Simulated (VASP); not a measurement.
# A VASP 6.6.1 single-point calculation on BN

INCAR

```
LWAVE = .FALSE.
ISIF = 2
ENCUT = 520
LREAL = .FALSE.
ISMEAR = -1
SIGMA = 0.02
LASPH = .TRUE.
NBANDS = 11
EDIFF = 1E-7
GGA = PE
NSW = 0
MAGMOM = 2 2
PREC = Accurate
ISPIN = 2
IBRION = -1
LCHARG = .FALSE.
NELM = 57
```

KPOINTS

```
KPOINTS created by Atomic Simulation Environment
0
Gamma
12 12 12
0 0 0
```

POSCAR

```
B  N
 1.0000000000000000
     0.0558742404000000    1.7885066867999999    1.7885066867999999
     1.7885066867999999    0.0558742404000000    1.7885066867999999
     1.7885066867999999    1.7885066867999999    0.0558742404000000
 B   N
   1   1
Cartesian
  0.0016139944794109  0.0016139944794109  0.0016139944794109
  0.9066079090205892  0.9066079090205892  0.9066079090205891
```

The recommended PBE PAW datasets give the neutral cell 8 valence electrons.

Command

```
mpirun -np 1 vasp_std
```

Problem. Predict the outcome of this run.

Solution. It converged. Results: pressure 39.8 GPa; largest force 0.07 eV/Å; magnetic moment of the cell 0.00 μB.

OSZICAR

```
N       E                     dE             d eps       ncg     rms          rms(c)
DAV:   1     0.145202415116E+02    0.14520E+02   -0.51220E+03  8674   0.744E+02
DAV:   2    -0.144034129500E+02   -0.28924E+02   -0.27952E+02  9826   0.171E+02
DAV:   3    -0.148907861794E+02   -0.48737E+00   -0.48676E+00  9820   0.188E+01
DAV:   4    -0.148912777825E+02   -0.49160E-03   -0.49160E-03  8886   0.673E-01
DAV:   5    -0.148912781844E+02   -0.40183E-06   -0.40175E-06  9648   0.188E-02    0.163E+01
DAV:   6    -0.167466823623E+02   -0.18554E+01   -0.33398E+00  8561   0.121E+01    0.738E+00
DAV:   7    -0.172245924243E+02   -0.47791E+00   -0.16280E-01  8961   0.377E+00    0.348E+00
DAV:   8    -0.172813745397E+02   -0.56782E-01   -0.31530E-02  9426   0.155E+00    0.134E+00
DAV:   9    -0.172814139000E+02   -0.39360E-04   -0.11703E-02  9477   0.855E-01    0.355E-01
DAV:  10    -0.172806910360E+02    0.72286E-03   -0.38100E-04  8808   0.218E-01    0.135E-01
DAV:  11    -0.172806693281E+02    0.21708E-04   -0.15958E-04  8956   0.106E-01    0.443E-02
DAV:  12    -0.172806813666E+02   -0.12038E-04   -0.21522E-05  9535   0.381E-02    0.142E-02
DAV:  13    -0.172806836467E+02   -0.22801E-05   -0.34830E-06  9117   0.131E-02    0.748E-03
DAV:  14    -0.172806843611E+02   -0.71438E-06   -0.81213E-07  9290   0.736E-03    0.246E-03
DAV:  15    -0.172806844061E+02   -0.45026E-07   -0.87566E-08  6852   0.243E-03
   1 F= -.17280684E+02 E0= -.17280684E+02  d E =-.309263E-13  mag=    -0.0000
```

Standard output (part)

```
POSCAR found type information on POSCAR B N
 POSCAR found :  2 types and       2 ions
 LDA part: xc-table for (Slater+PW92), standard interpolation
 POSCAR, INCAR and KPOINTS ok, starting setup
 WAVECAR not read
 entering main loop
```

For comparison, a separate PBE run of the intended cell, on usual settings and not on those above, gives a gap of 4.35 eV on its mesh and a pressure of 39.8 GPa.
